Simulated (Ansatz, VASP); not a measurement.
One calculation of CdS (Hawleyite), two programs

```
Cd S
1.0
     0.00000    2.87708    2.87708
     2.87708    0.00000    2.87708
     2.87708    2.87708    0.00000
Cd S
1 1
Direct
  0.00000 0.00000 0.00000
  0.75000 0.75000 0.75000
```

Change from the starting cell: volume scaled by 0.96.

Alike in both runs: task single point; functional PBEsol; k mesh 8 × 8 × 8; occupations fermi-dirac, width 0.05 eV; no spin polarisation.

```csv
,VASP,Ansatz
version,VASP 6.6.1,Ansatz 0.2.0
potentials or method,"VASP PAW PBE potentials, release 64 (Cd, S), cutoff 520 eV","all-electron LAPW, scalar-relativistic"
```

|  | VASP | Ansatz | Ansatz less VASP |
| --- | --- | --- | --- |
| gap on the k mesh at the Fermi level (eV) | 1.09 | 1.08 | -0.007 |
| least direct gap on the mesh (eV) | 1.09 | 1.08 | -0.007 |
| pressure (GPa) | 2.9 | 2.5 | -0.43 |

Ansatz ran all-electron here, so the differences hold the error of VASP's frozen core and of both bases.

Caveats: the PAW data sets were made with another functional, which shifts forces and pressure a little (VASP).
